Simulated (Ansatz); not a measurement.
# ZrS: a line through a two-coordinate scan

How does the energy of ZrS (Fm-3m, No. 225; 2 atoms in the cell) vary with strain +e along z and -e/2 along x and y, at strain +e along x and -e along y = 0.00 %?

The COD entry's cell or inner coordinates are ideal or old and differ from later refinements, so a difference from it is no clean test against experiment.

Method: DFT PBEsol, scalar-relativistic, plane waves, PAW, in Ansatz 0.2.0.

1 further run of the same task is left out (set aside as unsound or not needed).

## 1. The structure to begin with

The structure is cubic, space group Fm-3m (No. 225). The conventional cell has a = 5.167 Å, b = 5.167 Å, c = 5.167 Å, α = 90.00°, β = 90.00°, γ = 90.00°. Zr (site symmetry m-3m) is surrounded by 6 S at 2.58 Å. Around S (site symmetry m-3m) lie 6 Zr at 2.58 Å.

Coordinates:

```xyz
2
Lattice="0.0000 2.5834 2.5834 2.5834 0.0000 2.5834 2.5834 2.5834 0.0000" Properties=species:S:1:pos:R:3 pbc="T T T"
Zr    0.0000    0.0000    0.0000
S     2.5834    2.5834    2.5834
```

It is the result of an earlier relaxation at this level (volume 17.24 Å³/atom; gap on the mesh: none (metal)).

## 2. What is varied

The energy is mapped over two homogeneous strains (x along [1 0 0], y along [0 1 0], z along [0 0 1] of the conventional cell).

First coordinate, strain +e along x and -e along y: 7 values from −4.00 %. Second coordinate, strain +e along z and -e/2 along x and y: 7 values from −7.00 %.

Nothing else is relaxed (symmetry fixes all fractional coordinates). Energies count from the relaxed crystal. Points are written as (first, second).

## 3. Point (0.00 %, −7.00 %)

File input.yaml:

```yaml
crystal:
  lattice:
    - [0.0, 2.6737948673, 2.4025403156]
    - [2.6737948673, 0.0, 2.4025403156]
    - [2.6737948673, 2.6737948673, 0.0]
  atoms:
    - { symbol: Zr, position: [0.0, 0.0, 0.0] }
    - { symbol: S, position: [0.5, 0.5, 0.5] }
basis:
  ecutwfc: 420
kpoints:
  mp_grid: { grid: [16, 16, 16] }
hamiltonian:
  xc: pbesol
  pseudopotentials: { kind: paw, azcp: { folder: soft_1 } }
scf:
  occupations: { method: gaussian, width: 0.15 }
output:
  forces: true
  stress: true
  eigenvalues: true
```

The run is started by

```sh
$ ansatz run input.yaml --threads 1 --pin off --max-ram 2048MiB --backend cpu --events-out ev --progress --plain --runs-dir out
```

The program printed:

```text
Warning: <dir> the record states the generating functional pbe (its physics header spells it `PBE`), which answers neither for hamiltonian.xc's functional nor for the pbesol family's — results may be inconsistent (PPs are generated against a specific XC)
Warning: <dir> the record states the generating functional pbe (its physics header spells it `PBE`), which answers neither for hamiltonian.xc's functional nor for the pbesol family's — results may be inconsistent (PPs are generated against a specific XC)
Warning: RAYON_NUM_THREADS=1 ignored (pool sized by the plan → 1); use --threads N
Engine: ansatz 0.2.0, aarch64-unknown-linux-gnu
Pseudopotentials: kind: paw
Pseudopotential: Zr, paw, valence charge 12, recommended cutoff 420 eV (normal), <dir>
Pseudopotential: S, paw, valence charge 6, recommended cutoff 420 eV (normal), <dir>
Functional definition: PBEsol
  exchange = pbesol_x
  correlation = pbesol_c
Crystal: 2 atoms, lattice volume = 34.352 Å³
Basis set: ecut = 420 eV, 645 PW (Γ), exchange–correlation on 50×50×54 points (8 copies of the dense FFT grid, shifted against one another)
Bands: 13, of which v1, the nominal top of the filled ones, is band 9 counted from 1 (8 counted from 0)
Symmetry: 16 space group operations
Space group: I4/mmm (ITA 139), of the structure as read, at distance tolerance 3.3e-5 Å
k-points: 349 of 4096
Non-local potential: Zr, projectors of the file, l = 0: 3, l = 1: 2, l = 2: 2, l = 3: 1
Non-local potential: S, projectors of the file, l = 0: 2, l = 1: 2, l = 2: 1
PAW form: soft (Blöchl's): semilocal exchange-correlation on the pseudo side does not see the compensation charge
PAW frozen core: Zr, regenerated for the run's functional, and the local potential with it (the file was generated under x = pbe(κ = 0.804, μ = 0.2195149727645171), c = pbe(β = 0.06672455060314922))
PAW frozen core: S, regenerated for the run's functional, and the local potential with it (the file was generated under x = pbe(κ = 0.804, μ = 0.2195149727645171), c = pbe(β = 0.06672455060314922))
PAW one-centre angular grid: Zr, 590 points (default); XC on 64 Gauss nodes
PAW one-centre angular grid: S, 110 points (default); XC on 64 Gauss nodes
Initial density: superposition of atomic densities (chi_scale 0.1, normalization cell, long waves kept (reshape's long-wave potential 0.00 eV rms))
Initial wavefunctions: pseudopotential atomic-orbital guess
Functional: x = pbesol(κ = 0.804, μ = 0.12345679012345678), c = pbesol(β = 0.046)
SCF iter   1: F=—  HF=-5016.468691 eV  |F-HF|=—  |Δ(HF+E_count)|=         —  Δρ=3.23e-2  dr2=4.03e-1  ethr=3.10e-3  ⟨swp⟩=6.2  Hψ=63909  notcnv=0
automatic band count: the SCF goes on with 17 bands, as 13 were too few: the levels above may hold too much charge
preconditioner: auto → Kerker (q_TF=auto, 2.450 Å⁻¹)  [metal: Δε(μ)=0.006 eV  Ē_g=11.647 eV  σ=0.150 eV  W_gap=0.02  n_scr=12 (ndim 8)  ℏωp=20.0 eV  f_vac=0.000  D(μ)=1.37/eV (n_scr^D=14)]
SCF iter   2: F=—  HF=-5016.369761 eV  |F-HF|=—  |Δ(HF+E_count)|=   9.89e-2  Δρ=1.59e-2  dr2=8.86e-2  ethr=2.24e-3  ⟨swp⟩=2.0  Hψ=9676  notcnv=0  defer=740
SCF iter   3: F=—  HF=-5016.338758 eV  |F-HF|=—  |Δ(HF+E_count)|=   3.10e-2  Δρ=2.85e-3  dr2=3.00e-3  ethr=4.92e-4  ⟨swp⟩=2.2  Hψ=7176  notcnv=0  defer=740
SCF iter   4: F=—  HF=-5016.337992 eV  |F-HF|=—  |Δ(HF+E_count)|=   7.66e-4  Δρ=6.27e-4  dr2=1.41e-4  ethr=1.67e-5  ⟨swp⟩=2.5  Hψ=7763  notcnv=0  defer=741
SCF iter   5: F=—  HF=-5016.337975 eV  |F-HF|=—  |Δ(HF+E_count)|=   1.73e-5  Δρ=1.01e-4  dr2=3.29e-6  ethr=7.82e-7  ⟨swp⟩=1.8  Hψ=6354  notcnv=0  defer=741
SCF iter   6: F=—  HF=-5016.337977 eV  |F-HF|=—  |Δ(HF+E_count)|=   2.27e-6  Δρ=2.33e-5  dr2=1.87e-7  ethr=1.83e-8  ⟨swp⟩=2.4  Hψ=7747  notcnv=0  defer=791
SCF iter   7: F=-5016.337977 eV  HF=-5016.337977 eV  |F-HF|=2.81e-10  |Δ(HF+E_count)|=   7.19e-9  Δρ=2.78e-6  dr2=2.04e-9  ethr=5.56e-10  ⟨swp⟩=9.9  Hψ=30396  notcnv=0
SCF 1 converged in 7 iterations: F = -5016.337977 eV  dr2 = 2.04e-9
SCF converged after 7 iterations
Free energy (F): -5016.337977 eV
Harris-Foulkes:  -5016.337977 eV  (|F-HF|=2.81e-10)
Internal energy: -5016.324506 eV  (E = F + TS)
E sigma→0 (E₀):  -5016.331241 eV
Entropy (-TS):   -0.013471 eV (-6.735 meV/atom)
Fermi energy:    15.241716 eV
--- Per-component energies (eV) ---
  E_band       = -59.576815
  E_kinetic    = 430.008451
  E_local      = -662.353299  (includes V_loc(G=0)·N_el)
  E_nonlocal   = 110.925177
  E_hartree    = 218.548884
  E_xc         = -245.172865
  E_vxc        = -269.668993  (∫ρ·V_xc dr)
  E_paw        = -3502.525964  (= ΣΔE_a)
  E_vpaw       = -105.585558  (= ΣTr[D̂ρ^β])
  E_aug_tail   = -0.000025  (compensation charges beyond the density's cutoff)
  E_ewald      = -1365.982536
  E_core_change = 0.227670  (= ΣΔE_core)
  E_smearing   = -0.013471  (= −TS)
  E_closure    = 0.000000  (closes the sum)
  Σ components = -5016.337977   (vs F -5016.337977, Δ=0.00e0)
--- Forces (eV/Å), atoms counted from 1 ---
  atom   1  Zr     0.00000000     0.00000000     0.00000000
  atom   2  S     -0.00000000     0.00000000    -0.00000000
  max |Σ_I F_I| component: 3.16e-30 eV/Å
--- Stress (GPa, compression-positive) ---
       -8.278563       0.000000       0.000000
        0.000000      -8.278563       0.000000
        0.000000       0.000000      33.260517
  P = ⅓ Tr σ = 5.5678 GPa (55.678 kbar)
--- Band table (eV; the first three rows and the last of 349) ---
  k-point 0: bands = ["-34.4257", "-12.5289", "-12.4021", "-12.4021", "-0.7784", "11.6764", "11.6764", "12.1323", "13.4670", "13.4670", "14.2335", "14.2998", "14.6240", "18.2248", "22.5371", "26.9243", "28.6515"]
  k-point 1: bands = ["-34.4243", "-12.5381", "-12.4113", "-12.4048", "-0.7194", "11.3523", "11.4353", "11.8249", "13.6089", "13.6504", "14.5329", "14.5682", "14.7259", "18.4697", "22.7181", "26.7012", "28.3153"]
  k-point 2: bands = ["-34.4205", "-12.5706", "-12.4308", "-12.4125", "-0.5482", "10.6456", "10.9410", "11.2106", "13.9119", "13.9875", "14.7356", "15.2622", "15.4528", "19.1152", "23.1782", "26.1362", "27.4218"]
  k-point 348: bands = ["-34.3697", "-12.8749", "-12.5837", "-12.5837", "0.1513", "9.6240", "10.4917", "10.4917", "11.6238", "16.2287", "17.6408", "17.6408", "18.3481", "19.2229", "23.6372", "26.2345", "27.8718"]
```

Wall time 20 s (1 thread of Arm Neoverse N1, shared host); peak memory 0.43 GiB.

Energy on the map's scale: 148 meV/atom.

## 4. Grid point (0.00 %, −4.67 %)

Changes to input.yaml since step 3:

```diff
@@ -2,5 +2,5 @@
   lattice:
-    - [0.0, 2.6737948673, 2.4025403156]
-    - [2.6737948673, 0.0, 2.4025403156]
-    - [2.6737948673, 2.6737948673, 0.0]
+    - [0.0, 2.643698529, 2.4627329923]
+    - [2.643698529, 0.0, 2.4627329923]
+    - [2.643698529, 2.643698529, 0.0]
   atoms:
```

The run is started by

```sh
$ ansatz run input.yaml --threads 1 --pin off --max-ram 2048MiB --backend cpu --events-out ev --progress --plain --runs-dir out
```

The program printed:

```text
[... 35 lines left out ...]
SCF 1 converged in 7 iterations: F = -5016.510448 eV  dr2 = 1.87e-9
SCF converged after 7 iterations
Free energy (F): -5016.510448 eV
Harris-Foulkes:  -5016.510448 eV  (|F-HF|=3.38e-10)
Internal energy: -5016.496455 eV  (E = F + TS)
E sigma→0 (E₀):  -5016.503452 eV
Entropy (-TS):   -0.013994 eV (-6.997 meV/atom)
Fermi energy:    15.246615 eV
--- Per-component energies (eV) ---
  E_band       = -60.158047
  E_kinetic    = 429.121826
  E_local      = -658.272431  (includes V_loc(G=0)·N_el)
  E_nonlocal   = 110.750308
  E_hartree    = 216.543523
  E_xc         = -244.933525
  E_vxc        = -269.360562  (∫ρ·V_xc dr)
  E_paw        = -3502.436858  (= ΣΔE_a)
  E_vpaw       = -105.483982  (= ΣTr[D̂ρ^β])
  E_aug_tail   = -0.000025  (compensation charges beyond the density's cutoff)
  E_ewald      = -1367.496945
  E_core_change = 0.227670  (= ΣΔE_core)
  E_smearing   = -0.013994  (= −TS)
  E_closure    = -0.000000  (closes the sum)
  Σ components = -5016.510448   (vs F -5016.510448, Δ=0.00e0)
--- Forces (eV/Å), atoms counted from 1 ---
  atom   1  Zr    -0.00000000     0.00000000     0.00000000
  atom   2  S      0.00000000    -0.00000000    -0.00000000
  max |Σ_I F_I| component: 1.03e-29 eV/Å
--- Stress (GPa, compression-positive) ---
       -6.022519       0.000000      -0.000000
        0.000000      -6.022519       0.000000
       -0.000000      -0.000000      19.137997
  P = ⅓ Tr σ = 2.3643 GPa (23.643 kbar)
--- Band table (eV; the first three rows and the last of 349) ---
  k-point 0: bands = ["-34.4818", "-12.5379", "-12.4640", "-12.4640", "-0.7850", "11.6865", "11.6865", "11.9567", "13.5544", "13.5544", "14.3229", "14.3635", "14.4171", "17.8044", "22.4521", "27.2047", "28.3103"]
  k-point 1: bands = ["-34.4805", "-12.5467", "-12.4734", "-12.4662", "-0.7278", "11.3703", "11.4510", "11.6732", "13.6803", "13.7167", "14.3835", "14.6396", "14.7548", "18.0446", "22.6346", "26.9655", "28.0046"]
  k-point 2: bands = ["-34.4768", "-12.5813", "-12.4902", "-12.4727", "-0.5619", "10.6496", "10.9610", "11.1094", "13.9608", "14.0254", "14.5299", "15.3437", "15.5499", "18.6781", "23.1079", "26.3367", "27.2668"]
  k-point 348: bands = ["-34.4300", "-12.8807", "-12.6276", "-12.6276", "0.1426", "9.3400", "10.5732", "10.5732", "11.6025", "16.0500", "17.7136", "17.7136", "18.2541", "19.0669", "23.7390", "26.3920", "27.5171"]
```

Run time: 21 s. Hardware: 1 thread of Arm Neoverse N1, shared host; peak memory 0.43 GiB.

Energy on the map's scale: 62 meV/atom.

## 5. The run at (0.00 %, −2.33 %)

Changes to input.yaml since step 4:

```diff
@@ -2,5 +2,5 @@
   lattice:
-    - [0.0, 2.643698529, 2.4627329923]
-    - [2.643698529, 0.0, 2.4627329923]
-    - [2.643698529, 2.643698529, 0.0]
+    - [0.0, 2.6134730218, 2.5231840067]
+    - [2.6134730218, 0.0, 2.5231840067]
+    - [2.6134730218, 2.6134730218, 0.0]
   atoms:
```

The run is started by

```sh
$ ansatz run input.yaml --threads 1 --pin off --max-ram 2048MiB --backend cpu --events-out ev --progress --plain --runs-dir out
```

The program printed:

```text
Warning: <dir> the record states the generating functional pbe (its physics header spells it `PBE`), which answers neither for hamiltonian.xc's functional nor for the pbesol family's — results may be inconsistent (PPs are generated against a specific XC)
Warning: <dir> the record states the generating functional pbe (its physics header spells it `PBE`), which answers neither for hamiltonian.xc's functional nor for the pbesol family's — results may be inconsistent (PPs are generated against a specific XC)
Warning: RAYON_NUM_THREADS=1 ignored (pool sized by the plan → 1); use --threads N
[... 7 set-up lines as earlier in the session ...]
Crystal: 2 atoms, lattice volume = 34.468 Å³
Basis set: ecut = 420 eV, 653 PW (Γ), exchange–correlation on 50×50×50 points (8 copies of the dense FFT grid, shifted against one another)
Bands: 13, of which v1, the nominal top of the filled ones, is band 9 counted from 1 (8 counted from 0)
[... 2 set-up lines as earlier in the session ...]
k-points: 349 of 4096
[... 10 set-up lines as earlier in the session ...]
SCF iter   1: F=—  HF=-5016.703046 eV  |F-HF|=—  |Δ(HF+E_count)|=         —  Δρ=2.92e-2  dr2=3.41e-1  ethr=3.10e-3  ⟨swp⟩=6.1  Hψ=63049  notcnv=0
automatic band count: the SCF goes on with 17 bands, as 13 were too few: the levels above may hold too much charge
preconditioner: auto → Kerker (q_TF=auto, 2.448 Å⁻¹)  [metal: Δε(μ)=0.011 eV  Ē_g=11.580 eV  σ=0.150 eV  W_gap=0.04  n_scr=12 (ndim 8)  ℏωp=20.0 eV  f_vac=0.000  D(μ)=1.26/eV (n_scr^D=14)]
SCF iter   2: F=—  HF=-5016.623376 eV  |F-HF|=—  |Δ(HF+E_count)|=   7.97e-2  Δρ=1.32e-2  dr2=5.73e-2  ethr=1.89e-3  ⟨swp⟩=2.0  Hψ=9493  notcnv=0  defer=727
SCF iter   3: F=—  HF=-5016.605574 eV  |F-HF|=—  |Δ(HF+E_count)|=   1.78e-2  Δρ=2.61e-3  dr2=1.77e-3  ethr=3.18e-4  ⟨swp⟩=2.2  Hψ=6606  notcnv=0  defer=727
SCF iter   4: F=—  HF=-5016.605113 eV  |F-HF|=—  |Δ(HF+E_count)|=   4.62e-4  Δρ=4.47e-4  dr2=7.32e-5  ethr=9.86e-6  ⟨swp⟩=2.3  Hψ=6578  notcnv=0  defer=727
SCF iter   5: F=—  HF=-5016.605110 eV  |F-HF|=—  |Δ(HF+E_count)|=   2.84e-6  Δρ=9.54e-5  dr2=3.18e-6  ethr=4.07e-7  ⟨swp⟩=2.0  Hψ=6917  notcnv=0  defer=768
SCF iter   6: F=—  HF=-5016.605110 eV  |F-HF|=—  |Δ(HF+E_count)|=   1.86e-7  Δρ=2.18e-5  dr2=2.02e-7  ethr=1.76e-8  ⟨swp⟩=2.4  Hψ=7535  notcnv=0  defer=770
SCF iter   7: F=-5016.605110 eV  HF=-5016.605110 eV  |F-HF|=4.37e-10  |Δ(HF+E_count)|=   3.34e-8  Δρ=2.70e-6  dr2=1.89e-9  ethr=5.56e-10  ⟨swp⟩=9.9  Hψ=31064  notcnv=0
SCF 1 converged in 7 iterations: F = -5016.605110 eV  dr2 = 1.89e-9
SCF converged after 7 iterations
Free energy (F): -5016.605110 eV
Harris-Foulkes:  -5016.605110 eV  (|F-HF|=4.37e-10)
Internal energy: -5016.591384 eV  (E = F + TS)
E sigma→0 (E₀):  -5016.598247 eV
Entropy (-TS):   -0.013727 eV (-6.863 meV/atom)
Fermi energy:    15.242949 eV
--- Per-component energies (eV) ---
  E_band       = -60.511238
  E_kinetic    = 428.607723
  E_local      = -655.850030  (includes V_loc(G=0)·N_el)
  E_nonlocal   = 110.648801
  E_hartree    = 215.343890
  E_xc         = -244.794048
  E_vxc        = -269.180504  (∫ρ·V_xc dr)
  E_paw        = -3502.385120  (= ΣΔE_a)
  E_vpaw       = -105.424767  (= ΣTr[D̂ρ^β])
  E_aug_tail   = -0.000024  (compensation charges beyond the density's cutoff)
  E_ewald      = -1368.390245
  E_core_change = 0.227670  (= ΣΔE_core)
  E_smearing   = -0.013727  (= −TS)
  E_closure    = -0.000000  (closes the sum)
  Σ components = -5016.605110   (vs F -5016.605110, Δ=0.00e0)
--- Forces (eV/Å), atoms counted from 1 ---
  atom   1  Zr    -0.00000000    -0.00000000     0.00000000
  atom   2  S      0.00000000     0.00000000     0.00000000
  max |Σ_I F_I| component: 2.37e-30 eV/Å
--- Stress (GPa, compression-positive) ---
       -3.404578       0.000000       0.000000
        0.000000      -3.404578       0.000000
        0.000000       0.000000       8.435985
  P = ⅓ Tr σ = 0.5423 GPa (5.423 kbar)
--- Band table (eV; the first three rows and the last of 349) ---
  k-point 0: bands = ["-34.5169", "-12.5375", "-12.5067", "-12.5067", "-0.7878", "11.7077", "11.7077", "11.8295", "13.6581", "13.6581", "14.0392", "14.4293", "14.5140", "17.5383", "22.4024", "27.5107", "28.0416"]
  k-point 1: bands = ["-34.5156", "-12.5469", "-12.5156", "-12.5085", "-0.7316", "11.3894", "11.4742", "11.5664", "13.7704", "13.8022", "14.1302", "14.7149", "14.8256", "17.7761", "22.5854", "27.2510", "27.7519"]
  k-point 2: bands = ["-34.5120", "-12.5884", "-12.5257", "-12.5137", "-0.5688", "10.6495", "10.9835", "11.0457", "14.0303", "14.0814", "14.3266", "15.4336", "15.5888", "18.4034", "23.0649", "26.5529", "27.1073"]
  k-point 348: bands = ["-34.4690", "-12.8752", "-12.6535", "-12.6535", "0.1279", "9.1092", "10.6690", "10.6690", "11.5821", "15.8953", "17.7655", "17.7655", "18.2134", "18.9561", "23.8541", "26.5807", "27.2604"]
```

Wall time 20 s (1 thread of Arm Neoverse N1, shared host); peak memory 0.43 GiB.

Energy on the map's scale: 14 meV/atom.

## 6. The run at (0.00 %, 2.33 %)

Changes to input.yaml since step 5:

```diff
@@ -2,5 +2,5 @@
   lattice:
-    - [0.0, 2.6134730218, 2.5231840067]
-    - [2.6134730218, 0.0, 2.5231840067]
-    - [2.6134730218, 2.6134730218, 0.0]
+    - [0.0, 2.553280345, 2.6435693601]
+    - [2.553280345, 0.0, 2.6435693601]
+    - [2.553280345, 2.553280345, 0.0]
   atoms:
```

The run is started by

```sh
$ ansatz run input.yaml --threads 1 --pin off --max-ram 2048MiB --backend cpu --events-out ev --progress --plain --runs-dir out
```

The program printed:

```text
Warning: <dir> the record states the generating functional pbe (its physics header spells it `PBE`), which answers neither for hamiltonian.xc's functional nor for the pbesol family's — results may be inconsistent (PPs are generated against a specific XC)
Warning: <dir> the record states the generating functional pbe (its physics header spells it `PBE`), which answers neither for hamiltonian.xc's functional nor for the pbesol family's — results may be inconsistent (PPs are generated against a specific XC)
Warning: RAYON_NUM_THREADS=1 ignored (pool sized by the plan → 1); use --threads N
[... 7 set-up lines as earlier in the session ...]
Crystal: 2 atoms, lattice volume = 34.468 Å³
Basis set: ecut = 420 eV, 661 PW (Γ), exchange–correlation on 50×50×50 points (8 copies of the dense FFT grid, shifted against one another)
Bands: 13, of which v1, the nominal top of the filled ones, is band 9 counted from 1 (8 counted from 0)
[... 2 set-up lines as earlier in the session ...]
k-points: 349 of 4096
[... 10 set-up lines as earlier in the session ...]
SCF iter   1: F=—  HF=-5016.706796 eV  |F-HF|=—  |Δ(HF+E_count)|=         —  Δρ=2.91e-2  dr2=3.39e-1  ethr=3.10e-3  ⟨swp⟩=6.1  Hψ=63047  notcnv=0  defer=1
automatic band count: the SCF goes on with 17 bands, as 13 were too few: the levels above may hold too much charge
preconditioner: auto → Kerker (q_TF=auto, 2.448 Å⁻¹)  [metal: Δε(μ)=0.035 eV  Ē_g=11.575 eV  σ=0.150 eV  W_gap=0.13  n_scr=10 (ndim 8)  ℏωp=20.0 eV  f_vac=0.000  D(μ)=1.17/eV (n_scr^D=14)]
SCF iter   2: F=—  HF=-5016.627450 eV  |F-HF|=—  |Δ(HF+E_count)|=   7.93e-2  Δρ=1.32e-2  dr2=5.70e-2  ethr=1.88e-3  ⟨swp⟩=1.9  Hψ=9471  notcnv=0  defer=729
SCF iter   3: F=—  HF=-5016.609754 eV  |F-HF|=—  |Δ(HF+E_count)|=   1.77e-2  Δρ=2.60e-3  dr2=1.77e-3  ethr=3.17e-4  ⟨swp⟩=2.2  Hψ=6560  notcnv=0  defer=729
SCF iter   4: F=—  HF=-5016.609284 eV  |F-HF|=—  |Δ(HF+E_count)|=   4.69e-4  Δρ=4.42e-4  dr2=7.15e-5  ethr=9.83e-6  ⟨swp⟩=2.3  Hψ=6551  notcnv=0  defer=729
SCF iter   5: F=—  HF=-5016.609281 eV  |F-HF|=—  |Δ(HF+E_count)|=   3.70e-6  Δρ=9.69e-5  dr2=3.31e-6  ethr=3.97e-7  ⟨swp⟩=1.9  Hψ=6708  notcnv=0  defer=772
SCF iter   6: F=—  HF=-5016.609281 eV  |F-HF|=—  |Δ(HF+E_count)|=   1.75e-7  Δρ=2.14e-5  dr2=1.94e-7  ethr=1.84e-8  ⟨swp⟩=2.5  Hψ=7697  notcnv=0  defer=776
SCF iter   7: F=-5016.609281 eV  HF=-5016.609281 eV  |F-HF|=3.83e-10  |Δ(HF+E_count)|=   3.09e-8  Δρ=2.66e-6  dr2=1.82e-9  ethr=5.56e-10  ⟨swp⟩=9.9  Hψ=31105  notcnv=0
SCF 1 converged in 7 iterations: F = -5016.609281 eV  dr2 = 1.82e-9
SCF converged after 7 iterations
Free energy (F): -5016.609281 eV
Harris-Foulkes:  -5016.609281 eV  (|F-HF|=3.83e-10)
Internal energy: -5016.596385 eV  (E = F + TS)
E sigma→0 (E₀):  -5016.602833 eV
Entropy (-TS):   -0.012896 eV (-6.448 meV/atom)
Fermi energy:    15.241691 eV
--- Per-component energies (eV) ---
  E_band       = -60.522318
  E_kinetic    = 428.591893
  E_local      = -655.826097  (includes V_loc(G=0)·N_el)
  E_nonlocal   = 110.646882
  E_hartree    = 215.332669
  E_xc         = -244.791306
  E_vxc        = -269.177011  (∫ρ·V_xc dr)
  E_paw        = -3502.383656  (= ΣΔE_a)
  E_vpaw       = -105.423082  (= ΣTr[D̂ρ^β])
  E_aug_tail   = -0.000024  (compensation charges beyond the density's cutoff)
  E_ewald      = -1368.394416
  E_core_change = 0.227670  (= ΣΔE_core)
  E_smearing   = -0.012896  (= −TS)
  E_closure    = 0.000000  (closes the sum)
  Σ components = -5016.609281   (vs F -5016.609281, Δ=0.00e0)
--- Forces (eV/Å), atoms counted from 1 ---
  atom   1  Zr     0.00000000     0.00000000     0.00000000
  atom   2  S     -0.00000000     0.00000000    -0.00000000
  max |Σ_I F_I| component: 5.92e-30 eV/Å
--- Stress (GPa, compression-positive) ---
        3.760860       0.000000      -0.000000
        0.000000       3.760860      -0.000000
       -0.000000      -0.000000      -6.024615
  P = ⅓ Tr σ = 0.4990 GPa (4.990 kbar)
--- Band table (eV; the first three rows and the last of 349) ---
  k-point 0: bands = ["-34.5176", "-12.5262", "-12.5262", "-12.4997", "-0.7882", "11.6782", "11.7818", "11.7818", "13.5304", "13.9119", "13.9119", "14.3804", "14.5706", "17.5290", "22.4020", "27.6995", "27.6995"]
  k-point 1: bands = ["-34.5163", "-12.5406", "-12.5272", "-12.5044", "-0.7321", "11.3863", "11.4978", "11.5428", "13.6712", "14.0031", "14.0270", "14.6690", "14.8799", "17.7663", "22.5850", "27.3650", "27.5168"]
  k-point 2: bands = ["-34.5126", "-12.5870", "-12.5299", "-12.5121", "-0.5694", "10.6503", "10.9893", "11.0367", "13.9626", "14.2293", "14.2438", "15.3926", "15.6399", "18.3923", "23.0649", "26.5874", "26.9670"]
  k-point 348: bands = ["-34.4770", "-12.8230", "-12.6434", "-12.6434", "0.0782", "8.7800", "10.8956", "10.8956", "11.5458", "15.6631", "17.8166", "17.8166", "18.2576", "18.8908", "24.0843", "27.0148", "27.0148"]
```

Wall time 20 s (1 thread of Arm Neoverse N1, shared host); peak memory 0.43 GiB.

That is 12 meV/atom from the zero.

[end of part 1 of 2]
